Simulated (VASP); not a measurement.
## HfS2: band structure with PBE-EpsX

**What was measured.**

“Stress-Tuned Optical Transitions in Layered 1T-MX2 (M= Hf, Zr, Sn; X= S, Se) Crystals”, 2022, arxiv:2210.12074 quotes, for a bulk crystal of HfS2: band gap 1.96 eV (indirect).

The system is HfS2.

```
CELL_PARAMETERS angstrom
3.59936 0.00000 0.00000
-1.79968 3.11714 0.00000
0.00000 0.00000 5.76533
ATOMIC_POSITIONS crystal
Hf 0.00000 0.00000 0.00000
S 0.66667 0.33333 0.74789
S 0.33333 0.66667 0.25211
```

The cell is a database's computed one.

```
Program                            : VASP 6.6.1
Task                               : band structure
Functional                         : PBE-EpsX
Potentials or basis                : VASP PAW PBE potentials, release 64 (Hf_pv, S)
Cutoff                             : 520 eV
k mesh                             : 6 × 6 × 3
Occupations                        : gaussian, width 0.03 eV
Spin                               : no spin polarisation
Grid for exact exchange (PRECFOCK) : Fast
Exchange at q = 0                  : truncated
Share of exact exchange            : 0.1076
Further INCAR settings             : ALGO = Normal; EDIFF = 1e-06
```

| Quantity | Value |
| --- | --- |
| Pressure | 2.0 GPa |
| Largest force | 0.137 eV/Å |
| Band gap on the k mesh | 1.55 eV, indirect (least direct gap 2.48 eV) |
| Band gap along the path | 1.47 eV, indirect (least direct gap 2.48 eV) |

Forces on the atoms (eV/Å):
```
Hf   0.000  0.000  0.000
S    0.000  0.000  0.137
S    0.000  0.000 -0.137
```

Stress tensor (GPa, compression positive):
```
2.10 0.00 0.00
0.00 2.10 0.00
0.00 0.00 1.82
```

Levels at points of the mesh, in eV from the valence-band top:
| k point | band 8 | band 9 | band 10 | band 11 | band 12 | band 13 | band 14 | band 15 |
| --- | --- | --- | --- | --- | --- | --- | --- | --- |
| (0.00, 0.00, 0.00) | -3.05 | -0.16 | -0.16 | 0.00 | 2.54 | 2.54 | 3.14 | 5.94 |
| (0.50, 0.00, 0.00) | -2.86 | -2.73 | -2.34 | -1.56 | 1.63 | 4.79 | 4.86 | 6.92 |

Wall time 5.8 min on 4 MPI ranks on Intel(R) Xeon(R) 6975P-C (Granite Rapids), on a shared host, peak memory 0.43 GiB a rank.

Against the measured gap of HfS2, 1.96 eV (indirect; quoted in “Stress-Tuned Optical Transitions in Layered 1T-MX2 (M= Hf, Zr, Sn; X= S, Se) Crystals”, 2022, arxiv:2210.12074), the calculated 1.47 eV is off by -0.49 eV. Spin-orbit coupling on Hf is left out. The value is that of PBE-EpsX, without temperature or zero-point motion. The cell is a database's relaxed one, not the measured one, which moves gaps too.

Caveat: the PAW data sets were made with another functional, which shifts forces and pressure a little; spin-orbit coupling is left out, which moves the levels of the heavy elements.
